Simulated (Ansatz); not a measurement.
## How the functional changes CdSe (COD cell start)

The compound was started in one structure type and brought to zero pressure at each level (plane-wave PAW code Ansatz, Gaussian smearing of 0.05 eV, scalar-relativistic unless SOC, spin–orbit coupling, is named).

The start was a cell as deposited in COD.

The cell at PBE (neighbours within 15 % of each site's shortest distance, so a longer bond may be listed from one end only): Symmetry: P6_3mc, No. 186, hexagonal system. The conventional cell has a = 4.383 Å, b = 4.383 Å, c = 7.154 Å, α = 90.00°, β = 90.00°, γ = 120.00°. Cd (site symmetry 3m) is surrounded by 4 Se at 2.68 to 2.69 Å. Se (site symmetry 3m) is surrounded by 4 Cd at 2.68 to 2.69 Å.

| level | cutoff (eV) | k-mesh | final group | a (Å) | c (Å) | V (Å³/atom) | gap (eV) | B0 (GPa) | E_f (eV/atom) |
| --- | --- | --- | --- | --- | --- | --- | --- | --- | --- |
| PBE | 420 | 10×10×6 | P6_3mc | 4.383 | 7.154 | 29.76 | 0.54 | 45 | -0.63 |
| r²SCAN | 500 | 10×10×6 | P6_3mc | 4.339 | 7.081 | 28.86 | 1.10 | – | -0.76 |

Volumes against PBE: r²SCAN −3.0 %. r²SCAN widens the gap by 0.56 eV over PBE, as meta-GGAs in the generalised Kohn–Sham scheme often do. The formation energy spans 0.13 eV/atom over the functionals (r²SCAN lowest, PBE highest); the spread holds the functional's effect on the elements as well as on the compound.

The PAW datasets were made for PBE. Gaps are (generalised) Kohn–Sham gaps. Semilocal functionals put them too low, often by a third to a half, so a small gap or a slight overlap here can be a sizeable gap in the solid. E_f is the formation energy from the elements run alike, at 0 K, without zero-point energy or dispersion between the molecules, chains or layers of the solid elements; it is good to about 0.01 eV/atom as a calculation.

All runs used the PAW datasets of the set soft_2.
